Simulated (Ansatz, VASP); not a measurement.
**One calculation of Ag, two programs**

The input INCAR:

```
ALGO     = Normal         # electronic algorithm
EDIFF    = 1E-7           # SCF threshold, eV
ENCUT    = 520            # plane-wave cutoff, eV
GGA      = CA             # functional
ISIF     = 2              # what is computed and relaxed
ISMEAR   = -1             # smearing method
LASPH    = T              # aspherical terms in the spheres
LCHARG   = F              # write CHGCAR
LREAL    = F              # projectors in reciprocal space
LWAVE    = F              # write WAVECAR
NBANDS   = 12             # bands
NELM     = 60             # most SCF steps
PREC     = Accurate       # precision mode
SIGMA    = 0.05           # smearing width, eV
```

KPOINTS

```
k-points
0
Gamma
  11 11 11
```

POSCAR

```
Ag
1.0
    0.0000000000      2.0010495236      2.0010495236
    2.0010495236      0.0000000000      2.0010495236
    2.0010495236      2.0010495236      0.0000000000
Ag
1
Direct
    0.0000000000      0.0000000000      0.0000000000
```

Contents of input.yaml:

```yaml
crystal:
  lattice:
    - [0.0, 2.0010495236, 2.0010495236]
    - [2.0010495236, 0.0, 2.0010495236]
    - [2.0010495236, 2.0010495236, 0.0]
  atoms:
    - { symbol: Ag, position: [0.0, 0.0, 0.0] }
kpoints:
  mp_grid: { grid: [11, 11, 11] }
scf:
  occupations: { method: fermi_dirac, width: 0.05 }
hamiltonian:
  xc: lda
  pseudopotentials: { kind: all_electron, lapw: { basis_error: 0.001 } }
output:
  forces: true
  stress: true
  eigenvalues: true
```

Change from the starting cell: volume scaled by 0.94.

Alike in both runs: task single point; functional LDA; k mesh 11 × 11 × 11; occupations fermi-dirac, width 0.05 eV; no spin polarisation.

|  | VASP | Ansatz |
| --- | --- | --- |
| version | VASP 6.6.1 | Ansatz 0.2.0 |
| potentials or method | VASP PAW LDA potentials, release 64 (Ag) | all-electron LAPW, scalar-relativistic |
| plane-wave cutoff (eV) | 520 | see its input |

|  | VASP | Ansatz | Ansatz less VASP |
| --- | --- | --- | --- |
| gap on the k mesh at the Fermi level (eV) | none | none | - |
| pressure (GPa) | -0.3 | -0.4 | -0.13 |

A gap of «none» marks a metal or a gap that the smearing closes. Ansatz ran all-electron here, so the differences hold the error of VASP's frozen core and of both bases.
